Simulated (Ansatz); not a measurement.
**Is this Li structure stable?**

The cell was reached from a generator's guess, though it ends in a space group that the Crystallography Open Database lists for this formula.

The calculation used DFT PBE, scalar-relativistic, plane waves, PAW (Ansatz 0.2.0). Cutoff 420 eV, Γ-centred 24×24×24 mesh (1-atom cell), Gaussian smearing of 0.10 eV, no spin polarisation.

```
Li
1.0
    -1.71690    1.71690    1.71690
     1.71690   -1.71690    1.71690
     1.71690    1.71690   -1.71690
Li
1
Direct
  0.00000 0.00000 0.00000
```

Energies count from the standard state of Li at the same level.

Question: These tests were run: phonons on a 4×4×4 q mesh; elastic tensor. What do they show?

Answer:

```csv
test,result
phonons on a 4×4×4 q mesh,"no imaginary mode on the mesh, but the interpolation dips to 8i cm⁻¹ between its points"
elastic tensor,least eigenvalue 1 GPa
```

It fails none of these tests outright. Other phases of the system weren't compared here, so this isn't yet thermodynamic stability. Undecided within the accuracy: elastic tensor.

For metals, differences of a few meV/atom aren't resolved. The run for the phonons used a 24×24×24 k mesh and Fermi–Dirac smearing of 0.15 eV. The run for the elastic tensor used a 24×24×24 k mesh and Fermi–Dirac smearing of 0.15 eV.
